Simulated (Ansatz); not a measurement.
## The I–V curve of a Sc/ZnO/Mg junction

Wanted: I(V) for Sc/ZnO/Mg. The lower electrode is Sc hcp(0001), the upper one Mg hcp(0001); the barrier is ZnO wurtzite(0001) (whole bilayers). In the first transport cell, after relaxation, the nearest pair of electrode and barrier is Sc–O at 2.40 Å, at a slant, at the lower face and Mg–Zn at 2.95 Å, at a slant, at the upper one. All share a net of side 3.29 Å, which strains the lower electrode by -0.9 %, the upper one by +3.1 % and the barrier by +0.0 %, against typed lattice constants near PBE's. The first steps treat the bulk electrodes alone.

Main program and level: Ansatz 0.2.0; PBE DFT, plane waves, PAW files, in the first sound run; inputs show where later runs differ.

## Step 1: Set-up

The structure is hexagonal, space group P6_3/mmc (No. 194). Conventional cell: a = 3.290 Å, b = 3.290 Å, c = 5.193 Å, α = 90.00°, β = 90.00°, γ = 120.00°. Nearest to Sc lie 12 Sc at 3.22 to 3.29 Å.

## Step 2: Layer spacing of the electrode, electrode Sc hcp(0001)

The electrode is held to the junction's net and relaxed along the normal; its spacing is used for the ideal lead layers.

input.yaml

```yaml
crystal:
  lattice:
    - [3.29, 0.0, 0.0]
    - [-1.645, 2.8492235785, 0.0]
    - [0.0, 0.0, 5.1926385542]
  atoms:
    - { symbol: Sc, position: [0.0, 0.0, 0.0] }
    - { symbol: Sc, position: [0.3333333333, 0.6666666667, 0.5] }
kpoints:
  mp_grid: { grid: [12, 12, 6] }
scf:
  occupations: { method: fermi_dirac, width: 0.1 }
  max_iter: 150
hamiltonian:
  xc: pbe
relax:
  f_tol: 0.01
  max_steps: 40
  cell: { fix: [a, b, angles] }
```

Started as:

```console
> ansatz run input.yaml --threads 4 --pin off --max-ram 16384MiB --backend cpu --events-out ev --progress --plain --runs-dir out
```

Numbers of over 12 decimals in the logs are rounded to 6 here.

Log:

```text
Engine: ansatz 0.2.0, aarch64-unknown-linux-gnu
Pseudopotentials: kind: paw
Pseudopotential: Sc, paw, valence charge 11, recommended cutoff 420 eV (normal), Sc.paw.azcp
Functional definition: PBE
  parameter kappa = 0.804
  parameter beta = 0.066725
  exchange = pbe_x(kappa = kappa, mu = beta*pi^2/3)
  correlation = pbe_c(beta = beta)
Crystal: 2 atoms, lattice volume = 48.676 Å³
Basis set: ecut = 420 eV, 965 PW (Γ), exchange–correlation on 48×48×72 points (8 copies of the dense FFT grid, shifted against one another)
Bands: 15, of which v1, the nominal top of the filled ones, is band 11 counted from 1 (10 counted from 0)
Symmetry: 24 space group operations
Space group: P63/mmc (ITA 194), of the structure as read, at distance tolerance 3.7e-5 Å
k-points: 76 of 864
Non-local potential: Sc, projectors of the file, l = 0: 3, l = 1: 2, l = 2: 3, l = 3: 1
PAW form: soft (Blöchl's): semilocal exchange-correlation on the pseudo side does not see the compensation charge
PAW one-centre angular grid: Sc, 590 points (default); XC on 64 Gauss nodes
Initial density: superposition of atomic densities (neutral atoms: chi_scale 0, normalization atom), corrected by the library's trained network
Initial wavefunctions: pseudopotential atomic-orbital guess
Functional: x = pbe(κ = 0.804, μ = 0.219515), c = pbe(β = 0.066725)
SCF iter   1: F=—  HF=-4271.681354 eV  |F-HF|=—  |Δ(HF+E_count)|=         —  Δρ=1.89e-3  dr2=1.67e-3  ethr=1.77e-3  ⟨swp⟩=3.2  Hψ=4658  notcnv=0
preconditioner: auto → none  [metal: Δε(μ)=0.024 eV  Ē_g=2.510 eV  σ=0.100 eV  W_gap=0.06  n_scr=8 (ndim 8)  ℏωp=13.0 eV  f_vac=0.000  D(μ)=3.89/eV (n_scr^D=36)  sad-step TF]
SCF iter   2: F=—  HF=-4271.680660 eV  |F-HF|=—  |Δ(HF+E_count)|=   6.93e-4  Δρ=1.19e-3  dr2=7.44e-4  ethr=7.60e-6  ⟨swp⟩=1.1  Hψ=1832  notcnv=0
SCF iter   3: F=—  HF=-4271.680704 eV  |F-HF|=—  |Δ(HF+E_count)|=   4.36e-5  Δρ=1.19e-4  dr2=5.15e-6  ethr=3.38e-6  ⟨swp⟩=2.0  Hψ=1361  notcnv=0
SCF iter   4: F=—  HF=-4271.680657 eV  |F-HF|=—  |Δ(HF+E_count)|=   4.72e-5  Δρ=2.68e-5  dr2=2.42e-7  ethr=2.34e-8  ⟨swp⟩=2.2  Hψ=1961  notcnv=0
iter 5 did not close the SCF: its close was put off for the readings that it lacked (scf_convergence_deferred on its scf_iter line)
SCF iter   5: F=-4271.680657 eV  HF=-4271.680657 eV  |F-HF|=4.47e-9  |Δ(HF+E_count)|=   3.40e-8  Δρ=5.36e-6  dr2=5.53e-9  ethr=1.10e-9  ⟨swp⟩=2.2  Hψ=1919  notcnv=0
SCF iter   6: F=-4271.680657 eV  HF=-4271.680657 eV  |F-HF|=7.82e-11  |Δ(HF+E_count)|=   5.18e-9  Δρ=7.97e-7  dr2=1.81e-10  ethr=2.51e-11  ⟨swp⟩=1.0  Hψ=3442  notcnv=0
SCF 1 converged in 6 iterations: F = -4271.680657 eV  dr2 = 1.81e-10
  greatest PAW one-centre occupation: 0.998 electrons in one spin orbital (limit 2), on the Sc atom at site 1 (counted from 0), in its partial waves of l = 0
relax step   1: F+E_penalty+E_count = -4271.68065680 eV  Δ(F+E_penalty+E_count) = +0.000e0 eV  max|allowed force component| = 1.850e-17 eV/Å  Δτ_max = 0.0000 Å  P = +0.884 GPa  Ω = 48.676 Å³  fix = [a, b, alpha, beta, gamma]  reactions: a +1.144, b +1.144 GPa  (6 SCF iters, dr2 threshold 1.00e-7 eV, accepted)
Crystal: 2 atoms, lattice volume = 48.845 Å³
Initial density: handed on by an earlier stage of this run
Initial wavefunctions: those handed on with the density
iter 1 solved again at ethr=7.69e-9 eV; its pass at ethr=3.10e-3 eV (dr2=1.69e-6 eV) is discarded
SCF iter   1: F=—  HF=-4271.680875 eV  |F-HF|=—  |Δ(HF+E_count)|=         —  Δρ=9.87e-5  dr2=2.78e-6  ethr=7.69e-9  ⟨swp⟩=3.1  Hψ=8338  notcnv=0
preconditioner: auto → none  [metal: Δε(μ)=0.020 eV  Ē_g=2.499 eV  σ=0.100 eV  W_gap=0.05  n_scr=8 (ndim 8)  ℏωp=13.0 eV  f_vac=0.000  D(μ)=3.93/eV (n_scr^D=36)]
SCF iter   2: F=—  HF=-4271.680832 eV  |F-HF|=—  |Δ(HF+E_count)|=   4.30e-5  Δρ=4.66e-5  dr2=5.40e-7  ethr=7.69e-9  ⟨swp⟩=2.0  Hψ=1410  notcnv=0
iter 3 did not close the SCF: its close was put off for the readings that it lacked (scf_convergence_deferred on its scf_iter line)
SCF iter   3: F=-4271.680832 eV  HF=-4271.680832 eV  |F-HF|=6.27e-9  |Δ(HF+E_count)|=   3.89e-7  Δρ=5.32e-6  dr2=6.39e-9  ethr=2.45e-9  ⟨swp⟩=2.0  Hψ=1367  notcnv=0
iter 4 did not close the SCF: its close was put off for the readings that it lacked (scf_convergence_deferred on its scf_iter line)
SCF iter   4: F=-4271.680832 eV  HF=-4271.680832 eV  |F-HF|=1.00e-11  |Δ(HF+E_count)|=   7.07e-9  Δρ=2.64e-7  dr2=1.23e-11  ethr=2.91e-11  ⟨swp⟩=2.3  Hψ=1794  notcnv=0
iter 5 did not close the SCF: its close was put off for the readings that it lacked (scf_convergence_deferred on its scf_iter line)
SCF iter   5: F=-4271.680832 eV  HF=-4271.680832 eV  |F-HF|=1.82e-12  |Δ(HF+E_count)|=  1.55e-11  Δρ=4.07e-8  dr2=4.44e-13  ethr=1.00e-12  ⟨swp⟩=1.0  Hψ=1141  notcnv=0
iter 6 did not close the SCF: its close was put off for the readings that it lacked (scf_convergence_deferred on its scf_iter line)
SCF iter   6: F=-4271.680832 eV  HF=-4271.680832 eV  |F-HF|=1.82e-12  |Δ(HF+E_count)|=  9.09e-13  Δρ=1.55e-8  dr2=1.02e-13  ethr=1.00e-12  ⟨swp⟩=1.0  Hψ=1140  notcnv=0
SCF iter   7: F=-4271.680832 eV  HF=-4271.680832 eV  |F-HF|=0.00e0  |Δ(HF+E_count)|=    0.00e0  Δρ=2.27e-9  dr2=1.59e-15  ethr=1.00e-12  ⟨swp⟩=1.0  Hψ=2584  notcnv=0
SCF 2 converged in 7 iterations: F = -4271.680832 eV  dr2 = 1.59e-15
relax step   2: F+E_penalty+E_count = -4271.68083197 eV  Δ(F+E_penalty+E_count) = -1.752e-4 eV  max|allowed force component| = 1.480e-16 eV/Å  Δτ_max = 0.0000 Å  P = +0.696 GPa  Ω = 48.845 Å³  energy of the carried Pulay correction = -2.522e-5 eV  fix = [a, b, alpha, beta, gamma]  reactions: a +1.037, b +1.037 GPa  (7 SCF iters, dr2 threshold 2.00e-7 eV, accepted)
Initial wavefunctions: pseudopotential atomic-orbital guess (no wavefunctions were taken with the density)
iter 1 solved again at ethr=1.20e-9 eV; its pass at ethr=3.10e-3 eV (dr2=2.65e-7 eV) is discarded
SCF iter   1: F=—  HF=-4271.680900 eV  |F-HF|=—  |Δ(HF+E_count)|=         —  Δρ=9.46e-6  dr2=3.02e-9  ethr=1.20e-9  ⟨swp⟩=3.0  Hψ=8017  notcnv=0
preconditioner: auto → none  [metal: Δε(μ)=0.019 eV  Ē_g=2.499 eV  σ=0.100 eV  W_gap=0.05  n_scr=8 (ndim 8)  ℏωp=13.0 eV  f_vac=0.000  D(μ)=3.93/eV (n_scr^D=36)]
SCF iter   2: F=—  HF=-4271.680857 eV  |F-HF|=—  |Δ(HF+E_count)|=   4.36e-5  Δρ=4.53e-6  dr2=5.99e-10  ethr=1.37e-11  ⟨swp⟩=2.0  Hψ=2042  notcnv=0
iter 3 did not close the SCF: its close was put off for the readings that it lacked (scf_convergence_deferred on its scf_iter line)
SCF iter   3: F=-4271.680857 eV  HF=-4271.680857 eV  |F-HF|=2.72e-10  |Δ(HF+E_count)|=   2.15e-8  Δρ=5.46e-7  dr2=1.30e-11  ethr=2.72e-12  ⟨swp⟩=2.1  Hψ=1992  notcnv=0
iter 4 did not close the SCF: its close was put off for the readings that it lacked (scf_convergence_deferred on its scf_iter line)
SCF iter   4: F=-4271.680857 eV  HF=-4271.680857 eV  |F-HF|=9.09e-13  |Δ(HF+E_count)|=  2.72e-10  Δρ=5.84e-8  dr2=3.15e-13  ethr=1.00e-12  ⟨swp⟩=1.0  Hψ=1140  notcnv=0
iter 5 did not close the SCF: its close was put off for the readings that it lacked (scf_convergence_deferred on its scf_iter line)
SCF iter   5: F=-4271.680857 eV  HF=-4271.680857 eV  |F-HF|=1.82e-12  |Δ(HF+E_count)|=  1.82e-12  Δρ=8.64e-9  dr2=2.20e-14  ethr=1.00e-12  ⟨swp⟩=1.0  Hψ=1140  notcnv=0
iter 6 did not close the SCF: its close was put off for the readings that it lacked (scf_convergence_deferred on its scf_iter line)
SCF iter   6: F=-4271.680857 eV  HF=-4271.680857 eV  |F-HF|=0.00e0  |Δ(HF+E_count)|=  1.82e-12  Δρ=1.28e-9  dr2=2.66e-16  ethr=1.00e-12  ⟨swp⟩=1.0  Hψ=1140  notcnv=0
SCF iter   7: F=-4271.680857 eV  HF=-4271.680857 eV  |F-HF|=0.00e0  |Δ(HF+E_count)|=  9.09e-13  Δρ=1.82e-10  dr2=7.02e-18  ethr=1.00e-12  ⟨swp⟩=1.1  Hψ=2592  notcnv=0
SCF 3 converged in 7 iterations: F = -4271.680857 eV  dr2 = 7.02e-18
relax step   3: F+E_penalty+E_count = -4271.68085675 eV  Δ(F+E_penalty+E_count) = -2.478e-5 eV  max|allowed force component| = 1.203e-16 eV/Å  Δτ_max = 0.0000 Å  P = +0.696 GPa  Ω = 48.845 Å³  fix = [a, b, alpha, beta, gamma]  reactions: a +1.037, b +1.037 GPa  stress off target by 1.51e-2 GPa on what of the cell is left free  SCF on the basis re-selected at this cell (its energy is not comparable with the rows above)  (7 SCF iters)
basis re-selected at this cell: Δ(F+E_penalty+E_count) = -2.478e-5 eV, ΔP = -0.000 GPa vs the last step (what re-selecting the basis moved, of the pressure what is left beyond the Pulay correction that the steps carried, after the strain that the cell walked since its last selection, with what the two solves' SCF thresholds leave and, on support functions, any second-order correction that the steps lacked; it is no m [...]
SCF converged after 7 iterations
Free energy (F): -4271.680857 eV
Harris-Foulkes:  -4271.680857 eV  (|F-HF|=0.00e0)
Internal energy: -4271.554993 eV  (E = F + TS)
E sigma→0 (E₀):  -4271.617925 eV
Entropy (-TS):   -0.125864 eV (-62.932 meV/atom)
Fermi energy:    9.364645 eV
--- Per-component energies (eV) ---
  E_band       = -334.713757
  E_kinetic    = 520.920979
  E_local      = -1678.863027  (includes V_loc(G=0)·N_el)
  E_nonlocal   = 166.530010
  E_hartree    = 573.220661
  E_xc         = -208.174650
  E_vxc        = -257.645071  (∫ρ·V_xc dr)
  E_paw        = -1910.982130  (= ΣΔE_a)
  E_vpaw       = -232.097992  (= ΣTr[D̂ρ^β])
  E_aug_tail   = 0.000022  (compensation charges beyond the density's cutoff)
  E_ewald      = -1734.206858
  E_smearing   = -0.125864  (= −TS)
  E_closure    = 0.000000  (closes the sum)
  Σ components = -4271.680857   (vs F -4271.680857, Δ=0.00e0)
--- Forces (eV/Å), atoms counted from 1 ---
  atom   1  Sc     0.00000000     0.00000000     0.00000000
  atom   2  Sc     0.00000000    -0.00000000     0.00000000
  max |Σ_I F_I| component: 9.25e-18 eV/Å
--- Stress (GPa, compression-positive) ---
        1.036962       0.000000       0.000000
        0.000000       1.036962       0.000000
        0.000000       0.000000       0.015139
  P = ⅓ Tr σ = 0.6964 GPa (6.964 kbar)
--- Relaxed structure (2 steps of the walk, 2 accepted, 1 SCFs on fresh bases) ---
  F+E_penalty+E_count = -4271.68085675 eV   max|allowed force component| = 1.203e-16 eV/Å   (the final SCF, on the basis selected at the relaxed cell)
  cell:  # Å, volume = 48.8453 Å³
    - [3.290000, 0, 0.0]
    - [-1.645000, 2.849224, 0.0]
    - [0.0, 0.0, 5.210756]
  atoms:
    - { symbol: Sc, position: [9.25185853962003e-18, -5.08852219630634e-17, 0.0] }
    - { symbol: Sc, position: [0.333333, 0.666667, 0.5] }
```

Elapsed: 2.3 s, on 4 threads of Arm Neoverse V1, shared host; peak memory 0.37 GiB; 8.2 s of CPU time.

The steps of the relaxation:

```csv
step,energy less that of the first step (eV),largest force component (eV/Å),pressure (GPa),volume (Å³)
1,0.0000,0.0000,0.88,48.68
2,-0.0002,0.0000,0.70,48.85
3*,-0.0002,0.0000,0.70,48.85
```

Relaxation steps marked * repeat the geometry before them on a plane-wave basis chosen anew for their cell, so energy and pressure can jump there.

Forces are held to the 24 operations that the run works with; a distortion that breaks them can't arise in this run.

```csv
"conventional cell, symmetrised",before,after,change
a (Å),3.290,3.290,+0.0 %
b (Å),3.290,3.290,+0.0 %
c (Å),5.193,5.211,+0.3 %
volume (Å³/atom),24.34,24.42,+0.3 %
```

The relaxed structure:

```cif
data_structure
_symmetry_space_group_name_H-M 'P 1'
_symmetry_Int_Tables_number 1
_cell_length_a 3.2900
_cell_length_b 3.2900
_cell_length_c 5.2108
_cell_angle_alpha 90.000
_cell_angle_beta 90.000
_cell_angle_gamma 120.000
_cell_volume 48.85
loop_
_atom_site_label
_atom_site_type_symbol
_atom_site_fract_x
_atom_site_fract_y
_atom_site_fract_z
_atom_site_occupancy
Sc1 Sc 0.00000 0.00000 0.00000 1
Sc2 Sc 0.33333 0.66667 0.50000 1
```

This step gave:

```
free energy  : -4271.6809 eV
Fermi energy : 9.365 eV
pressure     : 0.6964 GPa
```

## Step 3: The strained electrode, electrode Mg hcp(0001)

System of this step: Mg. It takes space group P6_3/mmc (No. 194, hexagonal). The conventional cell has a = 3.290 Å, b = 3.290 Å, c = 5.076 Å, α = 90.00°, β = 90.00°, γ = 120.00°. Nearest to Mg lie 12 Mg at 3.17 to 3.29 Å.

The electrode is held to the junction's net and relaxed along the normal; its spacing is used for the ideal lead layers.

input.yaml, the sections that differ from step 2:

```yaml
crystal:
  lattice:
    - [3.29, 0.0, 0.0]
    - [-1.645, 2.8492235785, 0.0]
    - [0.0, 0.0, 5.0761128527]
  atoms:
    - { symbol: Mg, position: [0.0, 0.0, 0.0] }
    - { symbol: Mg, position: [0.3333333333, 0.6666666667, 0.5] }
# kpoints, scf, hamiltonian, relax: as in step 2
```

Log:

```text
[...]
Crystal: 2 atoms, lattice volume = 47.583 Å³
Basis set: ecut = 420 eV, 953 PW (Γ), exchange–correlation on 48×48×72 points (8 copies of the dense FFT grid, shifted against one another)
Bands: 14, of which v1, the nominal top of the filled ones, is band 10 counted from 1 (9 counted from 0)
Symmetry: 24 space group operations
[...]
k-points: 76 of 864
[...]
SCF iter   1: F=—  HF=-3847.608657 eV  |F-HF|=—  |Δ(HF+E_count)|=         —  Δρ=9.01e-4  dr2=4.42e-4  ethr=1.77e-3  ⟨swp⟩=5.0  Hψ=5328  notcnv=0
[...]
SCF iter   6: F=-3847.608248 eV  HF=-3847.608248 eV  |F-HF|=9.97e-10  |Δ(HF+E_count)|=   8.12e-9  Δρ=1.87e-6  dr2=6.08e-10  ethr=2.16e-11  ⟨swp⟩=2.0  Hψ=3494  notcnv=0
SCF 1 converged in 6 iterations: F = -3847.608248 eV  dr2 = 6.08e-10
[...]
relax step   1: F+E_penalty+E_count = -3847.60824828 eV  Δ(F+E_penalty+E_count) = +0.000e0 eV  max|allowed force component| = 9.252e-18 eV/Å  Δτ_max = 0.0000 Å  P = -1.111 GPa  Ω = 47.583 Å³  fix = [a, b, alpha, beta, gamma]  reactions: a -1.773, b -1.773 GPa  (6 SCF iters, dr2 threshold 1.00e-7 eV, accepted)
Crystal: 2 atoms, lattice volume = 47.680 Å³
[...]
SCF iter   2: F=-3847.608332 eV  HF=-3847.608332 eV  |F-HF|=1.08e-7  |Δ(HF+E_count)|=   1.35e-5  Δρ=1.30e-5  dr2=1.06e-7  ethr=5.77e-10  ⟨swp⟩=2.9  Hψ=3444  notcnv=0
SCF 2 converged in 2 iterations: F = -3847.608332 eV  dr2 = 1.06e-7
relax step   2: F+E_penalty+E_count = -3847.60833197 eV  Δ(F+E_penalty+E_count) = -8.369e-5 eV  max|allowed force component| = 8.327e-17 eV/Å  Δτ_max = 0.0000 Å  P = -1.180 GPa  Ω = 47.680 Å³  energy of the carried Pulay correction = -1.760e-6 eV  fix = [a, b, alpha, beta, gamma]  reactions: a -1.804, b -1.804 GPa  (2 SCF iters, dr2 threshold 1.15e-7 eV, accepted)
Crystal: 2 atoms, lattice volume = 47.726 Å³
[...]
SCF iter   3: F=-3847.608341 eV  HF=-3847.608341 eV  |F-HF|=1.71e-10  |Δ(HF+E_count)|=   9.18e-8  Δρ=8.36e-7  dr2=1.90e-10  ethr=5.92e-11  ⟨swp⟩=3.0  Hψ=4127  notcnv=0
SCF 3 converged in 3 iterations: F = -3847.608341 eV  dr2 = 1.90e-10
relax step   3: F+E_penalty+E_count = -3847.60834093 eV  Δ(F+E_penalty+E_count) = -8.966e-6 eV  max|allowed force component| = 6.245e-17 eV/Å  Δτ_max = 0.0000 Å  P = -1.212 GPa  Ω = 47.726 Å³  energy of the carried Pulay correction = -2.589e-6 eV  fix = [a, b, alpha, beta, gamma]  reactions: a -1.819, b -1.819 GPa  (3 SCF iters, dr2 threshold 1.18e-8 eV, accepted)
[...]
SCF iter   1: F=—  HF=-3847.608356 eV  |F-HF|=—  |Δ(HF+E_count)|=         —  Δρ=1.97e-6  dr2=5.19e-10  ethr=2.94e-8  ⟨swp⟩=3.5  Hψ=8460  notcnv=0
eigensolver tolerance schedule: the retry pair's looser diagonalisation over-reported the residual by 11314.23 of it (diagonalisation noise at 0.12 of the residual, at the tolerance the schedule requests for it); recorded, not acted on — ethr = c·dr2/N_el stays at c = 1.0e-1
SCF iter   2: F=—  HF=-3847.608344 eV  |F-HF|=—  |Δ(HF+E_count)|=   1.21e-5  Δρ=5.50e-7  dr2=9.66e-11  ethr=2.60e-12  ⟨swp⟩=3.0  Hψ=2272  notcnv=0
SCF iter   3: F=-3847.608344 eV  HF=-3847.608344 eV  |F-HF|=8.64e-12  |Δ(HF+E_count)|=  3.59e-11  Δρ=2.40e-7  dr2=1.84e-11  ethr=1.00e-12  ⟨swp⟩=5.0  Hψ=3874  notcnv=0
SCF 4 converged in 3 iterations: F = -3847.608344 eV  dr2 = 1.84e-11
relax step   4: F+E_penalty+E_count = -3847.60834353 eV  Δ(F+E_penalty+E_count) = -2.595e-6 eV  max|allowed force component| = 6.476e-17 eV/Å  Δτ_max = 0.0000 Å  P = -1.213 GPa  Ω = 47.726 Å³  fix = [a, b, alpha, beta, gamma]  reactions: a -1.819, b -1.819 GPa  stress off target by 3.93e-4 GPa on what of the cell is left free  SCF on the basis re-selected at this cell (its energy is not comparable with the rows above)  (3 SCF iters)
[...]
SCF converged after 3 iterations
Free energy (F): -3847.608344 eV
[...]
Internal energy: -3847.583745 eV  (E = F + TS)
E sigma→0 (E₀):  -3847.596044 eV
Entropy (-TS):   -0.024598 eV (-12.299 meV/atom)
Fermi energy:    5.306203 eV
[...]
--- Stress (GPa, compression-positive) ---
       -1.819023       0.000000       0.000000
        0.000000      -1.819023       0.000000
        0.000000       0.000000       0.000393
  P = ⅓ Tr σ = -1.2126 GPa (-12.126 kbar)
--- Relaxed structure (3 steps of the walk, 3 accepted, 1 SCFs on fresh bases) ---
[...]
cell:  # Å, volume = 47.7260 Å³
    - [3.290000, 0, 0.0]
    - [-1.645000, 2.849224, 0.0]
    - [0.0, 0.0, 5.091341]
  atoms:
    - { symbol: Mg, position: [9.25185853962003e-18, -5.08852219630634e-17, 0.0] }
    - { symbol: Mg, position: [0.333333, 0.666667, 0.5] }
```

Wall time 1.9 s (4 threads); peak memory 0.33 GiB; 6.8 s of CPU time.

Step by step:

```csv
step,energy less that of the first step (eV),largest force component (eV/Å),pressure (GPa),volume (Å³)
1,0.0000,0.0000,-1.11,47.58
2,-0.0001,0.0000,-1.18,47.68
3,-0.0001,0.0000,-1.21,47.73
4*,-0.0001,0.0000,-1.21,47.73
```

Relaxation steps marked * repeat the geometry before them on a plane-wave basis chosen anew for their cell, so energy and pressure can jump there.

Forces are held to the 24 operations that the run works with; a distortion that breaks them can't arise in this run.

```csv
"conventional cell, symmetrised",before,after,change
a (Å),3.290,3.290,+0.0 %
b (Å),3.290,3.290,+0.0 %
c (Å),5.076,5.091,+0.3 %
volume (Å³/atom),23.79,23.86,+0.3 %
```

Final coordinates:

```cif
data_structure
_symmetry_space_group_name_H-M 'P 1'
_symmetry_Int_Tables_number 1
_cell_length_a 3.2900
_cell_length_b 3.2900
_cell_length_c 5.0913
_cell_angle_alpha 90.000
_cell_angle_beta 90.000
_cell_angle_gamma 120.000
_cell_volume 47.73
loop_
_atom_site_label
_atom_site_type_symbol
_atom_site_fract_x
_atom_site_fract_y
_atom_site_fract_z
_atom_site_occupancy
Mg1 Mg 0.00000 0.00000 0.00000 1
Mg2 Mg 0.33333 0.66667 0.50000 1
```

This step gave:

```
free energy  : -3847.6083 eV
Fermi energy : 5.306 eV
pressure     : -1.213 GPa
```

[end of part 1 of 5]

[Logs are printed without paths, hosts, clocks, repeated set-up lines and the standing remarks that a program may print on its own settings, such as how far it seeks lower states.]

[Hosts, paths, dates, database ids (printed as entryN), source tags and the programs' standing remarks are cut or masked in the printed files.]
